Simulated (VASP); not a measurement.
Wanted: the native input for a VASP 6.6.1 run.

- Task: band structure
- Functional: PW91
- Potentials or basis: VASP PAW PBE potentials, release 64 (Cu)
- Cutoff: 520 eV
- k mesh: 13 × 13 × 13
- Occupations: fermi-dirac, width 0.05 eV
- Spin: no spin polarisation
- Further INCAR settings: ALGO = Fast; EDIFF = 1e-06; NBANDS = 12

The structure of Cu lies in POSCAR:

```
Cu
1.0
    0.0000000000      1.8075000000      1.8075000000
    1.8075000000      0.0000000000      1.8075000000
    1.8075000000      1.8075000000      0.0000000000
Cu
1
Direct
    0.0000000000      0.0000000000      0.0000000000
```

One way to write it, as run:

INCAR

```
  PREC = Accurate
  ENCUT = 520
  EDIFF = 1E-6
  ISMEAR = -1
  SIGMA = 0.05
  LREAL = False
  LASPH = True
  NELM = 100
  ALGO = Fast
  ISIF = 2
  LWAVE = False
  LCHARG = False
  LMAXMIX = 4
  GGA = 91
  NBANDS = 12
```

KPOINTS

```
regular mesh
0
Gamma
  13 13 13
```

KPOINTS_OPT

```
path GXWKGLUWLK,UX
10
line-mode
reciprocal
 0.0000000000  0.0000000000  0.0000000000  G
 0.5000000000  0.0000000000  0.5000000000  X

 0.5000000000  0.0000000000  0.5000000000  X
 0.5000000000  0.2500000000  0.7500000000  W

 0.5000000000  0.2500000000  0.7500000000  W
 0.3750000000  0.3750000000  0.7500000000  K

 0.3750000000  0.3750000000  0.7500000000  K
 0.0000000000  0.0000000000  0.0000000000  G

 0.0000000000  0.0000000000  0.0000000000  G
 0.5000000000  0.5000000000  0.5000000000  L

 0.5000000000  0.5000000000  0.5000000000  L
 0.6250000000  0.2500000000  0.6250000000  U

 0.6250000000  0.2500000000  0.6250000000  U
 0.5000000000  0.2500000000  0.7500000000  W

 0.5000000000  0.2500000000  0.7500000000  W
 0.5000000000  0.5000000000  0.5000000000  L

 0.5000000000  0.5000000000  0.5000000000  L
 0.3750000000  0.3750000000  0.7500000000  K

 0.6250000000  0.2500000000  0.6250000000  U
 0.5000000000  0.0000000000  0.5000000000  X
```

Potentials or basis: VASP PAW PBE potentials, release 64 (Cu).

Launch:

```console
$ cat potpaw_PBE.64/Cu/POTCAR > POTCAR
$ mpirun -np 1 vasp_std > vasp.out
```

It gave:

```
Pressure                : 2.4 GPa
Band gap along the path : none (metal or under the smearing width)
```

Caveat: the PAW data sets were made with another functional, which shifts forces and pressure a little.

Run time: 12 s on 1 thread of AMD EPYC 9R45 96-Core Processor (Zen 5), with other jobs on the host, peak memory 0.11 GiB.
